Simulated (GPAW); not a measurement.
# WS2 in GPAW: further runs

Runs on WS2. Level: PBE. Tasks: single point.

Program: GPAW 26.7.0. These are calculated values, not measurements. Logs are shortened: lines on timing, memory, paths and dates and some standing lists are left out, and cuts for length are marked. The log counts tension as positive stress, the text compression.

**1. Starting point**

The cell holds a slab with vacuum, 6 atoms: a = 3.183 Å, b = 3.183 Å, c = 23.669 Å, α = 90.00°, β = 90.00°, γ = 120.00°.

**2. Single point, PBE**

run.py

```python
from ase import Atoms
from ase.dft.bandgap import bandgap
from ase.io import write
from ase.units import GPa
from gpaw import GPAW, PW

atoms = Atoms(['W', 'W', 'S', 'S', 'S', 'S'],
              cell=[[3.1832085602, 0.0, 0.0],
                    [-1.5916042801, 2.7567394786, 0.0],
                    [0.0, 0.0, 23.66876325]],
              scaled_positions=[[0.6666666667, 0.3333333333, 0.36268246],
                                [0.3333333333, 0.6666666667, 0.63731754],
                                [0.6666666667, 0.3333333333, 0.70318389],
                                [0.3333333333, 0.6666666667, 0.42855817],
                                [0.6666666667, 0.3333333333, 0.57144183],
                                [0.3333333333, 0.6666666667, 0.29681611]],
              pbc=True)

calc = GPAW(mode=PW(500),
            xc='PBE',
            kpts={'size': (8, 8, 1), 'gamma': True},
            occupations={'name': 'fermi-dirac', 'width': 0.05},
            nbands=46,
            maxiter=120,
            txt='gpaw.txt')
atoms.calc = calc
energy = atoms.get_potential_energy()
forces = atoms.get_forces()
stress = atoms.get_stress()
calc.write('gs.gpw')
write('result.traj', atoms)
print(f'Energy: {energy:.6f} eV')
print('Forces (eV/A):')
print(forces.round(4))
print('Stress (GPa):', (stress / GPa).round(3))
print('Fermi level:', round(calc.get_fermi_level(), 4), 'eV')
print(f'Gap: {bandgap(calc)[0]:.4f} eV, direct: {bandgap(calc, direct=True)[0]:.4f} eV')
```

Potentials or basis: GPAW PAW data sets (gpaw-data 1.2.1), pw.

Command:

```console
> OMP_NUM_THREADS=1 python run.py
```

gpaw.txt:

```text
__  _  _
 | _ |_)|_||  |
 |__||  | ||/\| - 26.7.0

Input parameters:
  mode=PW(ecut=500.0),
  kpts=MonkhorstPack(size=(8, 8, 1), gamma=True),
  maxiter=120,
  nbands=46,
  occupations=Occupations(name='fermi-dirac', width=0.05),
  xc=XC(name='PBE')

Diagonalizing LCAO Hamiltonian
Converting LCAO to pw mode

           S

        W

           S

        S

           W

        S

Atoms  # Å, Bohr magnetons
|   | symbol |         x |        y |         z |    initial magnetic moments |
|---|--------|-----------|----------|-----------|-----------------------------|
| 0 |      W |  1.591604 | 0.918913 |  8.584245 | ( 0.0000,  0.0000,  0.0000) |
| 1 |      W | -0.000000 | 1.837826 | 15.084518 | ( 0.0000,  0.0000,  0.0000) |
| 2 |      S |  1.591604 | 0.918913 | 16.643493 | ( 0.0000,  0.0000,  0.0000) |
| 3 |      S | -0.000000 | 1.837826 | 10.143442 | ( 0.0000,  0.0000,  0.0000) |
| 4 |      S |  1.591604 | 0.918913 | 13.525321 | ( 0.0000,  0.0000,  0.0000) |
| 5 |      S | -0.000000 | 1.837826 |  7.025270 | ( 0.0000,  0.0000,  0.0000) |

Unit cell  # Å
| periodic |         x |        y |         z |   lengths |     angles |
|----------|-----------|----------|-----------|-----------|------------|
|      yes |  3.183209 | 0.000000 |  0.000000 |  3.183209 |  90.000000 |
|      yes | -1.591604 | 2.756739 |  0.000000 |  3.183209 |  90.000000 |
|      yes |  0.000000 | 0.000000 | 23.668763 | 23.668763 | 120.000000 |

Number of symmetries: 12
Symmetry operations  # r_c * U_cc + t_c -> r_c
|    | kind |            matrix            |
|----|------|------------------------------|
|  0 |  σ   |  1, 1, 0,  0,-1, 0,  0, 0, 1 |
|  1 |  S6  |  1, 1, 0, -1, 0, 0,  0, 0,-1 |
|  2 |  E   |  1, 0, 0,  0, 1, 0,  0, 0, 1 |
|  3 |  C2  |  1, 0, 0, -1,-1, 0,  0, 0,-1 |
|  4 |  C2  |  0, 1, 0,  1, 0, 0,  0, 0,-1 |
|  5 |  C3  |  0, 1, 0, -1,-1, 0,  0, 0, 1 |
|  6 |  S6  |  0,-1, 0,  1, 1, 0,  0, 0,-1 |
|  7 |  σ   |  0,-1, 0, -1, 0, 0,  0, 0, 1 |
|  8 |  σ   | -1, 0, 0,  1, 1, 0,  0, 0, 1 |
|  9 |  i   | -1, 0, 0,  0,-1, 0,  0, 0,-1 |
| 10 |  C3  | -1,-1, 0,  1, 0, 0,  0, 0, 1 |
| 11 |  C2  | -1,-1, 0,  0, 1, 0,  0, 0,-1 |

BZ-sampling:
  Number of BZ points: 64
  Number of IBZ points: 10

  Monkhorst-Pack size: [8, 8, 1]
  Monkhorst-Pack shift: [0.0625, 0.0625, 0.0]

K-points  # in reciprocal-cell coordinates
|   |                                coordinates |     weight |
|---|--------------------------------------------|------------|
| 0 | (  0.00000000,   0.00000000,   0.00000000) | 0.01562500 |
| 1 | (  0.12500000,   0.00000000,   0.00000000) | 0.09375000 |
| 2 | (  0.25000000,  -0.12500000,   0.00000000) | 0.09375000 |
| 3 | (  0.25000000,   0.00000000,   0.00000000) | 0.09375000 |
| 4 | (  0.37500000,  -0.12500000,   0.00000000) | 0.18750000 |
| 5 | (  0.37500000,   0.00000000,   0.00000000) | 0.09375000 |
| 6 | (  0.37500000,   0.37500000,   0.00000000) | 0.09375000 |
| 7 | (  0.50000000,   0.25000000,   0.00000000) | 0.09375000 |
| 8 | (  0.50000000,   0.37500000,   0.00000000) | 0.18750000 |
| 9 | (  0.50000000,   0.50000000,   0.00000000) | 0.04687500 |

Plane wave coefficients: 5296
Cutoff: 500.0 eV

Spin-components: 1 (collinear spins)
Bands:           46
Projectors:      32
Spin-degeneracy: 2
Datatype:        complex128

Parallelization:
  kpt:    1
  domain: 1
  band:   1

Density:
  Valence electrons: 52.0
  Components: 1
  Grid points: [ 18  18 125]
  Charge: 0.0  # |e|

Potential:
  Grid points: [ 18  18 125]

species:
  W:
    name:    Tungsten
    Z:       74.0
    valence: 14
    core:    60
    charge:  0.0  # [|e|]
    compensation charges:
      type: gauss
      rc: 0.40  # [Å]
      lmax: 2
    cutoffs:
      filter: 2.36  # [Å]
      core: 3.02  # [Å]
    projectors
    | kind |    occ | energy [eV] | rcut [Å] |
    |------|--------|-------------|----------|
    |   5s |  2.000 |     -78.830 |    1.344 |
    |   6s |  2.000 |      -5.697 |    1.344 |
    |   5p |  6.000 |     -43.233 |    1.355 |
    |   6p |  0.000 |      -1.367 |    1.355 |
    |   5d |  4.000 |      -4.494 |    1.228 |
    |    d |        |      22.717 |    1.228 |

    Using partial waves for W as LCAO basis

  S:
    name:    Sulfur
    Z:       16.0
    valence: 6
    core:    10
    charge:  0.0  # [|e|]
    compensation charges:
      type: gauss
      rc: 0.24  # [Å]
      lmax: 2
    cutoffs:
      filter: 1.77  # [Å]
      core: 1.66  # [Å]
    projectors
    | kind |    occ | energy [eV] | rcut [Å] |
    |------|--------|-------------|----------|
    |   3s |  2.000 |     -17.254 |    0.974 |
    |   3p |  4.000 |      -7.008 |    0.979 |
    |    s |        |       9.957 |    0.974 |
    |    p |        |      20.203 |    0.979 |
    |    d |        |       0.000 |    0.900 |

    Using partial waves for S as LCAO basis

Reference energy: -920973.822900  # eV

eigensolver:
  PPCG
  Converge bands: occupied
  niter=2

density mixing:
  MSR1-Mixer
  Pratt-step length: 0.05
  Maximum mixing coefficient: 0.75
  Old densities: 10
  SVD Regularization: 0.005
  Good broyden scale: 1.0
  Trust region scale: 1.0
  Backstep threshold: 4.0
  History deletion threshold: 6.0
  Fourier metric: weight=20.0, sigma=0.015

occupation numbers:
  Fermi-Dirac:
    width: 0.0500  # eV

poisson solver:
  ecut: 4000.0  # eV

xc functional:
  name: PBE with 2 nearest neighbor stencil

convergence criteria:
- Maximum [total energy] change in last 3 cyles: 0.0005 eV / valence electron
- Maximum integral of absolute [dens]ity change: 0.0001 electrons / valence electron
- Maximum integral of absolute [eigenst]ate change: 4e-08 eV^2 / valence electron
maximum number of iterations: 120

SCF iterations
|iter     | |      energy | eigst |  dens |
|---------|-|-------------|-------|-------|
|iter:   1| |  -44.907771 | +0.35 |       |
|iter:   2| |  -45.083650 | -1.30 | -1.18 |
|iter:   3| |  -45.165377 | -1.21 | -1.21 |
|iter:   4| |  -44.801367 | -1.82 | -1.33 |
|iter:   5| |  -44.703851 | -1.86 | -1.55 |
|iter:   6| |  -44.513943 | -2.38 | -1.71 |
|iter:   7| |  -44.493109 | -3.38 | -2.02 |
|iter:   8| |  -44.492681c| -4.13 | -2.69 |
|iter:   9| |  -44.492708c| -5.03 | -3.31 |
|iter:  10| |  -44.492707c| -5.69 | -4.01c|
|iter:  11| |  -44.492707c| -6.14 | -4.57c|
|iter:  12| |  -44.492707c| -6.70 | -5.21c|
|iter:  13| |  -44.492707c| -7.08 | -5.61c|
|iter:  14| |  -44.492707c| -7.57c| -6.35c|

Converged in 14 steps
Energy contributions relative to reference atoms: (reference = -920973.822900)

Energy contributions:
  Kinetic:          32.895978
  Coulomb:         -37.160350
  Zero:              0.256257
  External:          0.000000
  Xc:              -40.484594
  Entropy:          -0.000000
  Spinorbit:         0.000000
  ----------------------------
  Free energy:     -44.492707
  Extrapolated:    -44.492707

dipole moment: (0.000004, 0.000006, 0.000055)  # |e|*Ang

Fermi level: 2.502
Eigenvalues  # (at kpt = [0.000, 0.000, 0.000])
| band index |      eig [eV] | occ [0-2] |
|------------|---------------|-----------|
|          0 |       -72.409 |     2.000 |
|        ... |               |           |
|         18 |        -1.057 |     2.000 |
|         19 |        -0.289 |     2.000 |
|         20 |        -0.255 |     2.000 |
|         21 |        -0.255 |     2.000 |
|         22 |        -0.244 |     2.000 |
|         23 |        -0.244 |     2.000 |
[... 8 lines left out ...]
|         32 |         4.496 |     0.000 |
|         33 |         4.496 |     0.000 |
|        ... |               |           |
|         45 |        11.811 |     0.000 |

Gap: 1.720 eV
Transition (v -> c):
  (s=0, k=0, n=25, [0.00, 0.00, 0.00]) -> (s=0, k=4, n=26, [0.38, -0.12, 0.00])
Direct/indirect transitions are different
Direct gap: 2.222 eV
Transition at: (s=0, k=6, n=25, [0.38, 0.38, 0.00])

Forces  # eV/Ang
|        x |        y |        z |
|----------|----------|----------|
|  0.00000 |  0.00000 | -0.01185 |  # W    0
| -0.00000 |  0.00000 |  0.01185 |  # W    1
|  0.00000 |  0.00000 |  0.28838 |  # S    2
| -0.00000 |  0.00000 |  0.24369 |  # S    3
| -0.00000 | -0.00000 | -0.24369 |  # S    4
| -0.00000 |  0.00000 | -0.28838 |  # S    5

Stress tensor  # eV/Ang^3
|         x |         y |         z |
|-----------|-----------|-----------|
| -0.004179 |  0.000000 |  0.000000 |
|  0.000000 | -0.004179 |  0.000000 |
|  0.000000 |  0.000000 | -0.009372 |

# Writing to gs.gpw (mode='')
```

Wall time 65 s (1 thread of Arm Neoverse V2, shared host); peak memory 0.25 GiB.

Results:

| Quantity | Value |
| --- | --- |
| Free energy | -44.4927 eV |
| Largest force | 0.288 eV/Å |
| Band gap on the k mesh | 1.72 eV, indirect (least direct gap 2.22 eV) |

Forces in eV/Å, atoms in the order of the input:
```
W    0.000  0.000 -0.012
W    0.000  0.000  0.012
S    0.000  0.000  0.288
S    0.000  0.000  0.244
S    0.000  0.000 -0.244
S    0.000  0.000 -0.288
```

Stress tensor (GPa, compression positive):
```
0.67 0.00 0.00
0.00 0.67 0.00
0.00 0.00 1.50
```

Caveat: the cutoff is short for stress and forces, so pressures can be off by a GPa or more; spin-orbit coupling is left out, which moves the levels of the heavy elements. A hybrid or GW would open this gap; PBE tends to underestimate it.

**3. Single point, PBE**

run.py

```python
from ase.dft.bandgap import bandgap
from ase.io import read, write
from ase.units import GPa
from gpaw import GPAW, PW

atoms = read('WS2.xyz')

calc = GPAW(mode=PW(400),
            xc='PBE',
            kpts={'size': (8, 8, 1), 'gamma': True},
            occupations={'name': 'fermi-dirac', 'width': 0.05},
            setups={'S': 'v3'},
            nbands=-20,
            maxiter=120,
            txt='gpaw.txt')
atoms.calc = calc
energy = atoms.get_potential_energy()
forces = atoms.get_forces()
stress = atoms.get_stress()
calc.write('gs.gpw')
write('result.traj', atoms)
print(f'Energy: {energy:.6f} eV')
print('Forces (eV/A):')
print(forces.round(4))
print('Stress (GPa):', (stress / GPa).round(3))
print('Fermi level:', round(calc.get_fermi_level(), 4), 'eV')
print(f'Gap: {bandgap(calc)[0]:.4f} eV, direct: {bandgap(calc, direct=True)[0]:.4f} eV')
```

WS2.xyz

```xyz
6
Lattice="3.1832085602 0.0000000000 0.0000000000 -1.5916042801 2.7567394786 0.0000000000 0.0000000000 0.0000000000 23.6687632500" Properties=species:S:1:pos:R:3 pbc="T T T"
W      1.5916042803      0.9189131594      8.5842452807
W     -0.0000000002      1.8378263192     15.0845179693
S      1.5916042803      0.9189131594     16.6434930136
S     -0.0000000002      1.8378263192     10.1434418646
S      1.5916042803      0.9189131594     13.5253213854
S     -0.0000000002      1.8378263192      7.0252702364
```

Potentials or basis: GPAW PAW data sets (gpaw-data 1.2.1), newer versions, pw.

Command:

```console
> OMP_NUM_THREADS=1 python run.py
```

gpaw.txt:

```text
__  _  _
 | _ |_)|_||  |
 |__||  | ||/\| - 26.7.0

Input parameters:
  mode=PW(ecut=400.0),
  kpts=MonkhorstPack(size=(8, 8, 1), gamma=True),
  maxiter=120,
  nbands=-20,
  occupations=Occupations(name='fermi-dirac', width=0.05),
  setups={'S': 'v3'},
  xc=XC(name='PBE')

Diagonalizing LCAO Hamiltonian
Converting LCAO to pw mode

           S

        W

           S

        S

           W

        S

Atoms  # Å, Bohr magnetons
|   | symbol |         x |        y |         z |    initial magnetic moments |
|---|--------|-----------|----------|-----------|-----------------------------|
| 0 |      W |  1.591604 | 0.918913 |  8.584245 | ( 0.0000,  0.0000,  0.0000) |
| 1 |      W | -0.000000 | 1.837826 | 15.084518 | ( 0.0000,  0.0000,  0.0000) |
| 2 |      S |  1.591604 | 0.918913 | 16.643493 | ( 0.0000,  0.0000,  0.0000) |
| 3 |      S | -0.000000 | 1.837826 | 10.143442 | ( 0.0000,  0.0000,  0.0000) |
[... 184 lines left out ...]
  Spinorbit:         0.000000
  ----------------------------
  Free energy:     -44.377960
  Extrapolated:    -44.377960

dipole moment: (0.000004, 0.000007, 0.000060)  # |e|*Ang

Fermi level: 2.475
Eigenvalues  # (at kpt = [0.000, 0.000, 0.000])
| band index |      eig [eV] | occ [0-2] |
|------------|---------------|-----------|
|          0 |       -72.437 |     2.000 |
|        ... |               |           |
|         18 |        -1.085 |     2.000 |
|         19 |        -0.317 |     2.000 |
|         20 |        -0.284 |     2.000 |
|         21 |        -0.284 |     2.000 |
|         22 |        -0.272 |     2.000 |
|         23 |        -0.272 |     2.000 |
[... 8 lines left out ...]
|         32 |         4.468 |     0.000 |
|         33 |         4.468 |     0.000 |
|        ... |               |           |
|         45 |        11.792 |     0.000 |

Gap: 1.720 eV
Transition (v -> c):
  (s=0, k=0, n=25, [0.00, 0.00, 0.00]) -> (s=0, k=4, n=26, [0.38, -0.12, 0.00])
Direct/indirect transitions are different
Direct gap: 2.223 eV
Transition at: (s=0, k=6, n=25, [0.38, 0.38, 0.00])

Forces  # eV/Ang
|        x |       y |        z |
|----------|---------|----------|
|  0.00000 | 0.00000 | -0.01180 |  # W    0
|  0.00000 | 0.00000 |  0.01180 |  # W    1
|  0.00000 | 0.00000 |  0.28401 |  # S    2
| -0.00000 | 0.00000 |  0.23930 |  # S    3
| -0.00000 | 0.00000 | -0.23930 |  # S    4
|  0.00000 | 0.00000 | -0.28401 |  # S    5

Stress tensor  # eV/Ang^3
|         x |         y |         z |
|-----------|-----------|-----------|
| -0.003654 |  0.000000 |  0.000000 |
|  0.000000 | -0.003654 |  0.000000 |
|  0.000000 |  0.000000 | -0.008817 |

# Writing to gs.gpw (mode='')
```

stdout:

```text
Energy: -44.377960 eV
Forces (eV/A):
[[ 0.      0.     -0.0118]
 [ 0.      0.      0.0118]
 [ 0.      0.      0.284 ]
 [-0.      0.      0.2393]
 [-0.      0.     -0.2393]
 [ 0.      0.     -0.284 ]]
Stress (GPa): [-0.585 -0.585 -1.413  0.     0.     0.   ]
Fermi level: 2.475 eV
Gap: 1.7202 eV, direct: 2.2225 eV
```

Run time: 46 s. Hardware: 1 thread of Arm Neoverse V1, shared host; peak memory 0.21 GiB.

The run converged, but some of its settings lie outside the range that counts as converged, so its numbers aren't taken as properties of the slab.

Results:

```yaml
Free_energy: -44.3780 eV
Largest_force: 0.284 eV/Å
Band_gap_on_the_k_mesh: 1.72 eV, indirect (least direct gap 2.22 eV)
```

Caveat: the cutoff is short for stress and forces, so pressures can be off by a GPa or more; spin-orbit coupling is left out, which moves the levels of the heavy elements.
